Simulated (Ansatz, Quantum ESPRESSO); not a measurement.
Given: the input of a run of Ansatz 0.2.0 on MnS. 

Contents of input.yaml:

```yaml
crystal:
  lattice:
    - [0.0, 2.6045, 2.6045]
    - [2.6045, 0.0, 2.6045]
    - [2.6045, 2.6045, 0.0]
  atoms:
    - { symbol: Mn, position: [0.0, 0.0, 0.0], spin: 4.0 }
    - { symbol: S, position: [0.5, 0.5, 0.5] }
kpoints:
  mp_grid: { grid: [9, 9, 9] }
scf:
  occupations: { method: fermi_dirac, width: 0.05 }
hamiltonian:
  xc: pbesol
  pseudopotentials: { kind: all_electron, lapw: { basis_error: 0.001 } }
magnetization:
  spin_polarized: true
output:
  forces: true
  stress: true
  eigenvalues: true
```

Potentials or basis: all-electron LAPW, scalar-relativistic.

Command:

```sh
$ ansatz run input.yaml --threads 2 --pin off --max-ram 6144MiB --backend cpu --events-out ev --progress --plain --runs-dir out
```

Translate it to Quantum ESPRESSO 7.5 (ASE script). Potentials or basis there: GBRV 1.5 PBEsol, cutoff 612 eV.

As run (cutoffs and basis follow the program's own potentials, and thresholds, step limits or extra output files can differ):

run.py

```python
import numpy as np
from ase.calculators.espresso import Espresso, EspressoProfile
from ase.io import read

atoms = read('POSCAR')
atoms.set_initial_magnetic_moments([4.0, 0.0])

input_data = {
    'control': {'calculation': 'scf', 'prefix': 'pwscf', 'outdir': './tmp', 'tprnfor': True, 'tstress': True, 'disk_io': 'nowf'},
    'system': {'ecutwfc': 45.0, 'ecutrho': 360.0, 'nbnd': 20, 'occupations': 'smearing', 'smearing': 'fd', 'degauss': 0.00367493, 'nspin': 2},
    'electrons': {'conv_thr': 4e-10, 'electron_maxstep': 120, 'mixing_beta': 0.3},
}
pseudopotentials = {'S': 's_pbesol_v1.4.uspp.F.UPF', 'Mn': 'mn_pbesol_v1.5.uspp.F.UPF'}
profile = EspressoProfile(command='mpirun -n 2 pw.x -nk 2', pseudo_dir='pseudo')
dft = Espresso(profile=profile, input_data=input_data, pseudopotentials=pseudopotentials, kpts=(9, 9, 9), koffset=(0, 0, 0))
atoms.calc = dft

print(f'energy {atoms.get_potential_energy():.8f} eV')
print('forces (eV/A)')
print(np.round(atoms.get_forces(), 6))
print('stress (eV/A^3, Voigt)')
print(np.round(atoms.get_stress(), 8))
print(f'Fermi level {dft.get_fermi_level():.4f} eV')
```

File POSCAR:

```
MnS
1.0
    0.0000000000      2.6045000000      2.6045000000
    2.6045000000      0.0000000000      2.6045000000
    2.6045000000      2.6045000000      0.0000000000
Mn S
1 1
Direct
    0.0000000000      0.0000000000      0.0000000000
    0.5000000000      0.5000000000      0.5000000000
```

Potentials or basis: GBRV 1.5 PBEsol.

The run is started by

```console
$ OMP_NUM_THREADS=1 python run.py
```

Both were run:

|  | Ansatz | Quantum ESPRESSO |
| --- | --- | --- |
| Pressure | -7.3 GPa | -7.2 GPa |
| Net moment | 4.69 μB per cell | 4.70 μB per cell |
| Absolute moment | 4.69 μB per cell | 4.70 μB per cell |

Where Ansatz's input types no cutoff or centring, it takes its own default and a Γ-centred mesh.

The magnetic state is the one that the start led to; the real crystal's order can differ.

Pressure is positive in compression.
